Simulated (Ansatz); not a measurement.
# Ru: pressure against volume

Aim: scale the cell of Ru up and down at fixed shape and fractional positions, and get the equilibrium volume and bulk modulus with LAPW, PAW and all-electron datasets made for the crystal.

Program: Ansatz 0.2.0. Level of theory: DFT PBE, scalar-relativistic. These are calculated values, not measurements.

### Step 1. Starting point

It takes space group P6_3/mmc (No. 194, hexagonal). The conventional cell has a = 2.706 Å, b = 2.706 Å, c = 4.282 Å, α = 90.00°, β = 90.00°, γ = 120.00°. Ru (site symmetry -6m2) has 12 Ru at 2.65 to 2.71 Å as nearest neighbours.

As a file:

```cif
data_structure
_symmetry_space_group_name_H-M 'P 1'
_symmetry_Int_Tables_number 1
_cell_length_a 2.7058
_cell_length_b 2.7058
_cell_length_c 4.2819
_cell_angle_alpha 90.000
_cell_angle_beta 90.000
_cell_angle_gamma 120.000
_cell_volume 27.15
loop_
_atom_site_label
_atom_site_type_symbol
_atom_site_fract_x
_atom_site_fract_y
_atom_site_fract_z
_atom_site_occupancy
Ru1 Ru 0.33333 0.66667 0.25000 1
Ru2 Ru 0.66667 0.33333 0.75000 1
```

The cell is a deposited one (Crystallography Open Database entry 9017842); the temperature and pressure of the measurement aren't taken into account, and nothing was relaxed.

Atoms are numbered in the order of the input: Ru1, Ru2.

### Step 2. Volume × 0.96, LAPW

input.yaml

```yaml
crystal:
  lattice:
    - [2.6692299955, 0.0, 0.0]
    - [-1.3346149977, 2.3116209847, 0.0]
    - [0.0, 0.0, 4.2240293924]
  atoms:
    - { symbol: Ru, position: [0.3333333333, 0.6666666667, 0.25] }
    - { symbol: Ru, position: [0.6666666667, 0.3333333333, 0.75] }
kpoints:
  mp_grid: { grid: [14, 14, 8] }
scf:
  occupations: { method: fermi_dirac, width: 0.03 }
hamiltonian:
  xc: pbe
  pseudopotentials: { kind: all_electron, lapw: { basis_error: 0.001 } }
output:
  forces: true
  stress: true
  eigenvalues: true
```

Log, cut to the lines that bear on the results:

```text
LAPW: plane waves up to 8.714 Å⁻¹, error target 1.0e-3 eV per atom; small_component_spin mean_spin; Ru in spheres of 1.307 Å, 32 of its electrons in bands, Dirac shells []
[...]
Pseudopotentials: kind: all_electron
Pseudopotential: Ru, LAPW, valence charge 32, Koelling and Harmon's equation, gaussian nucleus
Functional definition: PBE
[...]
Crystal: 2 atoms, lattice volume = 26.063 Å³
Basis set: ecut = 289.28520646859215 eV, 299 PW (Γ), exchange–correlation at level 2
Bands: 39, of which v1, the nominal top of the filled ones, is band 32 counted from 1 (31 counted from 0)
Symmetry: 24 space group operations
Space group: P63/mmc (ITA 194), of the structure as read, at distance tolerance 3.0e-5 Å
k-points: 120 of 1568
[...]
SCF iter   1: F=—  HF=-246591.426133 eV  |F-HF|=—  |Δ(HF+E_count)|=         —  Δρ=5.04e-2  dr2=3.18e-1  ethr=4.95e-4  ⟨swp⟩=2.4  Hψ=28823  notcnv=0
[...]
SCF iter   8: F=-246590.281964 eV  HF=-246590.281965 eV  |F-HF|=2.53e-8  |Δ(HF+E_count)|=   1.43e-7  Δρ=1.16e-5  dr2=3.53e-8  ethr=7.13e-10  ⟨swp⟩=2.0  Hψ=13592  notcnv=0
[...]
SCF converged after 8 iterations
Free energy (F): -246590.281964 eV
[...]
E sigma→0 (E₀):  -246590.278831 eV
Entropy (-TS):   -0.006267 eV (-3.133 meV/atom)
Fermi energy:    27.049487 eV
[...]
--- Forces (eV/Å), atoms counted from 1 ---
  atom   1  Ru    -0.00000000    -0.00000000     0.00000000
  atom   2  Ru     0.00000000     0.00000000    -0.00000000
[...]
--- Stress (GPa, compression-positive) ---
       19.837595      -0.000000       0.000000
       -0.000000      19.837595      -0.000000
        0.000000      -0.000000      18.866356
  P = ⅓ Tr σ = 19.5138 GPa (195.138 kbar)
--- Band table (eV; the first three rows and the last of 120) ---
[...]
```

It took 20 s on 1 thread, shared host.

In short: pressure 19.51 GPa; no gap.

### Step 3. Volume × 0.96, PAW

input.yaml, as its differences from that of step 2:

```diff
@@ -14,3 +14,3 @@
   xc: pbe
-  pseudopotentials: { kind: all_electron, lapw: { basis_error: 0.001 } }
+  pseudopotentials: { kind: paw }
 output:
@@ -19 +19,2 @@
   eigenvalues: true
+  efg: { contact_densities: true }
```

Log, cut to the lines that bear on the results:

```text
Ru: output.efg is read without spin–orbit coupling, which moves field gradients at and beside such atoms by some per cent and up to a factor of two; PAW files take it under magnetization.noncollinear and magnetization.spin_orbit
[...]
Pseudopotentials: kind: paw
Pseudopotential: Ru, paw, valence charge 16, recommended cutoff 420 eV (normal)
[... 1 set-up line as earlier in the session ...]
[...]
Crystal: 2 atoms, lattice volume = 26.063 Å³
Basis set: ecut = 420 eV, 537 PW (Γ), exchange–correlation on 36×36×60 points (8 copies of the dense FFT grid, shifted against one another)
Bands: 20, of which v1, the nominal top of the filled ones, is band 16 counted from 1 (15 counted from 0)
[... 2 set-up lines as earlier in the session ...]
k-points: 120 of 1568
[...]
  atom   2  Ru     0.00000000     0.00000000     0.00000000
[...]
--- Stress (GPa, compression-positive) ---
       19.908810      -0.000000       0.000000
       -0.000000      19.908810       0.000000
        0.000000       0.000000      18.971405
  P = ⅓ Tr σ = 19.5963 GPa (195.963 kbar)
--- PAW observables at the nuclei: V_zz in 10²¹ V/m², potentials from the cell's mean, atoms counted from 1 ---
  atom   1  Ru V_zz =    -0.998695   η = 0.0000   by run symmetry: allowed
            electrostatic potential = -6806.832081 V   contact ρ = 719502.012422 e/Å³
  atom   2  Ru V_zz =    -0.998695   η = 0.0000   by run symmetry: allowed
            electrostatic potential = -6806.832081 V   contact ρ = 719502.012422 e/Å³
--- Band table (eV; the first three rows and the last of 120) ---
  k-point 0: bands = ["-48.4970", "-48.2538", "-19.0681", "-17.9927", "-17.9927", "-17.7994", "-17.7994", "-17.7572", "16.5035", "18.1939", "21.9637", "21.9637", "22.1505", "22.6932", "22.6932", "23.2483", "23.2483", "25.9852", "25.9852", "26.0719"]
[...]
```

Wall time 2.1 s (1 thread, shared host).

This run gives: pressure 19.60 GPa; no gap; Vzz Ru1 -1.00 (η = 0.00) (10²¹ V/m²).

### Step 4. Volume × 0.96, crystal datasets

input.yaml, as its differences from that of step 3:

```diff
@@ -14,3 +14,3 @@
   xc: pbe
-  pseudopotentials: { kind: paw }
+  pseudopotentials: { kind: all_electron, datasets: crystal }
 output:
```

Log, cut to the lines that bear on the results:

```text
[...]
band count auto-derived: 13 (N_el = 16.0; filled up to band 8; 12 by the electrons, moments and atoms)
Ru: output.efg is read without spin–orbit coupling, which moves field gradients at and beside such atoms by some per cent and up to a factor of two; PAW files take it under magnetization.noncollinear and magnetization.spin_orbit
[...]
[... 1 set-up line as earlier in the session ...]
Pseudopotential: Ru, paw, valence charge 16, recommended cutoff 340 eV (normal), Koelling and Harmon's equation, gaussian nucleus
[... 1 set-up line as earlier in the session ...]
[...]
Crystal: 2 atoms, lattice volume = 26.063 Å³
Basis set: ecut = 340 eV, 379 PW (Γ), exchange–correlation on 36×36×54 points (8 copies of the dense FFT grid, shifted against one another)
Bands: 13, of which v1, the nominal top of the filled ones, is band 8 counted from 1 (7 counted from 0)
[... 1 set-up line as earlier in the session ...]
[...]
  atom   1  Ru    -0.00000000    -0.00000000     0.00000000
  atom   2  Ru     0.00000000     0.00000000    -0.00000000
[...]
--- Stress (GPa, compression-positive) ---
       19.836777      -0.000000       0.000000
        0.000000      19.836777      -0.000000
        0.000000      -0.000000      18.865480
  P = ⅓ Tr σ = 19.5130 GPa (195.130 kbar)
  It holds what live shells' own plane waves past their cutoff add
--- PAW observables at the nuclei: V_zz in 10²¹ V/m², potentials from the cell's mean, atoms counted from 1 ---
  atom   1  Ru V_zz =    -1.119740   η = 0.0000   by run symmetry: allowed
            electrostatic potential = -6806.982192 V   contact ρ = 719537.174062 e/Å³
  atom   2  Ru V_zz =    -1.119740   η = 0.0000   by run symmetry: allowed
            electrostatic potential = -6806.982192 V   contact ρ = 719537.174062 e/Å³
--- Band table (eV; the first three rows and the last of 120) ---
  k-point 0: bands = ["18.8373", "20.5291", "24.3002", "24.3002", "24.4874", "25.0295", "25.0295", "25.5848", "25.5848", "28.3207", "28.3207"]
[...]
```

Wall time 6.6 s (1 thread, shared host).

Read from it: pressure 19.51 GPa; no gap; Vzz Ru1 -1.12 (η = 0.00) (10²¹ V/m²).

### Step 5. Volume × 0.98, LAPW

input.yaml

```yaml
crystal:
  lattice:
    - [2.68763906, 0.0, 0.0]
    - [-1.34381953, 2.3275637022, 0.0]
    - [0.0, 0.0, 4.2531615502]
  atoms:
    - { symbol: Ru, position: [0.3333333333, 0.6666666667, 0.25] }
    - { symbol: Ru, position: [0.6666666667, 0.3333333333, 0.75] }
kpoints:
  mp_grid: { grid: [14, 14, 8] }
scf:
  occupations: { method: fermi_dirac, width: 0.03 }
hamiltonian:
  xc: pbe
  pseudopotentials: { kind: all_electron, lapw: { basis_error: 0.001 } }
output:
  forces: true
  stress: true
  eigenvalues: true
```

Log, cut to the lines that bear on the results:

```text
LAPW: plane waves up to 8.650 Å⁻¹, error target 1.0e-3 eV per atom; small_component_spin mean_spin; Ru in spheres of 1.316 Å, 32 of its electrons in bands, Dirac shells []
[...]
[... 3 set-up lines as earlier in the session ...]
[...]
Crystal: 2 atoms, lattice volume = 26.606 Å³
Basis set: ecut = 285.05073866408424 eV, 299 PW (Γ), exchange–correlation at level 2
Bands: 39, of which v1, the nominal top of the filled ones, is band 32 counted from 1 (31 counted from 0)
[... 2 set-up lines as earlier in the session ...]
k-points: 120 of 1568
[...]
SCF iter   1: F=—  HF=-246591.510924 eV  |F-HF|=—  |Δ(HF+E_count)|=         —  Δρ=4.98e-2  dr2=3.21e-1  ethr=5.00e-4  ⟨swp⟩=2.5  Hψ=28800  notcnv=0
[...]
SCF iter   8: F=-246590.334378 eV  HF=-246590.334378 eV  |F-HF|=3.97e-8  |Δ(HF+E_count)|=   1.70e-7  Δρ=1.27e-5  dr2=4.48e-8  ethr=7.74e-10  ⟨swp⟩=2.0  Hψ=13592  notcnv=0
[...]
SCF converged after 8 iterations
Free energy (F): -246590.334378 eV
[...]
E sigma→0 (E₀):  -246590.331128 eV
Entropy (-TS):   -0.006501 eV (-3.250 meV/atom)
Fermi energy:    26.389331 eV
[...]
--- Forces (eV/Å), atoms counted from 1 ---
  atom   1  Ru     0.00000000    -0.00000000     0.00000000
  atom   2  Ru    -0.00000000     0.00000000     0.00000000
[...]
--- Stress (GPa, compression-positive) ---
       12.020669       0.000000       0.000000
        0.000000      12.020669      -0.000000
        0.000000      -0.000000      10.671692
  P = ⅓ Tr σ = 11.5710 GPa (115.710 kbar)
--- Band table (eV; the first three rows and the last of 120) ---
[...]
```

Wall time 19 s (1 thread, shared host).

Result: pressure 11.57 GPa; no gap.

### Step 6. Volume × 0.98, PAW

input.yaml, as its differences from that of step 5:

```diff
@@ -14,3 +14,3 @@
   xc: pbe
-  pseudopotentials: { kind: all_electron, lapw: { basis_error: 0.001 } }
+  pseudopotentials: { kind: paw }
 output:
@@ -19 +19,2 @@
   eigenvalues: true
+  efg: { contact_densities: true }
```

Log, cut to the lines that bear on the results:

```text
Ru: output.efg is read without spin–orbit coupling, which moves field gradients at and beside such atoms by some per cent and up to a factor of two; PAW files take it under magnetization.noncollinear and magnetization.spin_orbit
[...]
[... 3 set-up lines as earlier in the session ...]
[...]
Crystal: 2 atoms, lattice volume = 26.606 Å³
Basis set: ecut = 420 eV, 537 PW (Γ), exchange–correlation on 36×36×60 points (8 copies of the dense FFT grid, shifted against one another)
Bands: 20, of which v1, the nominal top of the filled ones, is band 16 counted from 1 (15 counted from 0)
[... 2 set-up lines as earlier in the session ...]
k-points: 120 of 1568
[...]
  atom   2  Ru     0.00000000     0.00000000     0.00000000
[...]
--- Stress (GPa, compression-positive) ---
       12.085110       0.000000       0.000000
        0.000000      12.085110       0.000000
        0.000000       0.000000      10.766572
  P = ⅓ Tr σ = 11.6456 GPa (116.456 kbar)
--- PAW observables at the nuclei: V_zz in 10²¹ V/m², potentials from the cell's mean, atoms counted from 1 ---
  atom   1  Ru V_zz =    -0.949804   η = 0.0000   by run symmetry: allowed
            electrostatic potential = -6806.147993 V   contact ρ = 719500.273570 e/Å³
  atom   2  Ru V_zz =    -0.949804   η = 0.0000   by run symmetry: allowed
            electrostatic potential = -6806.147993 V   contact ρ = 719500.273570 e/Å³
--- Band table (eV; the first three rows and the last of 120) ---
  k-point 0: bands = ["-49.0634", "-48.8400", "-19.5939", "-18.5881", "-18.5881", "-18.4066", "-18.4066", "-18.3680", "16.0115", "17.7498", "21.4377", "21.4377", "21.6166", "22.1429", "22.1429", "22.6806", "22.6806", "25.3351", "25.3351", "25.4303"]
[...]
```

Run time: 2.1 s. Hardware: 1 thread, shared host.

Result: pressure 11.65 GPa; no gap; Vzz Ru1 -0.95 (η = 0.00) (10²¹ V/m²).

(Part 1 of 2 ends here.)
